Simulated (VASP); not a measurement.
System: CuCl (zinc blende type, first atom moved by 0.06 Å along [111]), 2 atoms in the cell.

```yaml
crystal:
  lattice:
    - [0.00000, 2.71000, 2.71000]
    - [2.71000, 0.00000, 2.71000]
    - [2.71000, 2.71000, 0.00000]
  atoms:
    - { symbol: Cu, position: [0.00639, 0.00639, 0.00639] }
    - { symbol: Cl, position: [0.25000, 0.25000, 0.25000] }
```
Lattice in Å, positions in fractions of it.

Code and potentials: VASP, Cu_pv/Cl, 479 eV. Settings: k-mesh 4×4×4 Γ-centred; Fermi–Dirac smearing of 0.05 eV; no spin polarisation. For HSE06: HFSCREEN = 0.208; HFRCUT = 0; PRECFOCK = Normal.

Plain PBE gives:

```yaml
Pressure: -0.30 GPa
Gap_on_the_mesh: 0.50 eV
```

| atom | Fx (eV/Å) | Fy (eV/Å) | Fz (eV/Å) |
| --- | --- | --- | --- |
| Cu1 | -0.058 | -0.058 | -0.058 |
| Cl2 | 0.058 | 0.058 | 0.058 |

(1) What changes under HSE06?

## Answers

(1) The pressure goes up by 0.08 GPa to -0.22 GPa; the gap increases by 1.77 eV to 2.27 eV; the forces move by 41 meV/Å (rms):

| atom | Fx (eV/Å) | Fy (eV/Å) | Fz (eV/Å) |
| --- | --- | --- | --- |
| Cu1 | -0.082 | -0.082 | -0.082 |
| Cl2 | 0.082 | 0.082 | 0.082 |

VASP prints the stress at a fixed plane-wave basis, so it holds the Pulay stress of this cutoff.

The k-mesh is modest, so these values aren't fully converged in k. Potentials made with PBE were used with another functional (at least in: VASP, Cu_pv/Cl, 479 eV (HSE06)). Semilocal functionals give gaps that mostly lie well below measured ones.
